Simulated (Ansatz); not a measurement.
Method: DFT PBE, scalar-relativistic, plane waves, PAW in Ansatz. All cells share a 420 eV cutoff and Γ-centred k meshes spaced at most about 0.3 Å⁻¹ (2π included). No spin polarisation in the final relaxations.

These are static total energies at zero pressure. All come from trial cells, and lower structures may exist.

Task: These unrelaxed guesses for MgZn₅O₆ are each relaxed within their symmetry. Order them by the energy at which they end, lowest first.
A.

```
CELL_PARAMETERS angstrom
3.24274 0.00000 0.00000
0.00000 3.24274 0.00000
0.00000 0.00000 13.75779
ATOMIC_POSITIONS crystal
Mg 0.00000 0.00000 0.50000
Zn 0.00000 0.00000 0.83333
Zn 0.50000 0.50000 0.00000
Zn 0.00000 0.00000 0.16667
Zn 0.50000 0.50000 0.33333
Zn 0.50000 0.50000 0.66667
O 0.50000 0.00000 0.08333
O 0.00000 0.50000 0.25000
O 0.50000 0.00000 0.41667
O 0.00000 0.50000 0.58333
O 0.50000 0.00000 0.75000
O 0.00000 0.50000 0.91667
```

B.

```
CELL_PARAMETERS angstrom
2.29297 -6.87890 0.00000
2.29297 6.87890 0.00000
0.00000 0.00000 4.58593
ATOMIC_POSITIONS crystal
Mg 0.00000 0.00000 0.00000
Zn 0.66667 0.33333 0.00000
Zn 0.33333 0.66667 0.00000
Zn 0.16667 0.83333 0.50000
Zn 0.50000 0.50000 0.50000
Zn 0.83333 0.16667 0.50000
O 0.00000 0.00000 0.50000
O 0.33333 0.66667 0.50000
O 0.66667 0.33333 0.50000
O 0.50000 0.50000 0.00000
O 0.83333 0.16667 0.00000
O 0.16667 0.83333 0.00000
```

Result: A (ends in P-4m2, 0 meV/atom), B (ends in Cmmm, 106 meV/atom).

With atoms moved at random, P-4m2 came back. Other cells relaxed within their symmetry can be saddle points. Some candidate types were left out of the draw beforehand, so a known form may be missing.
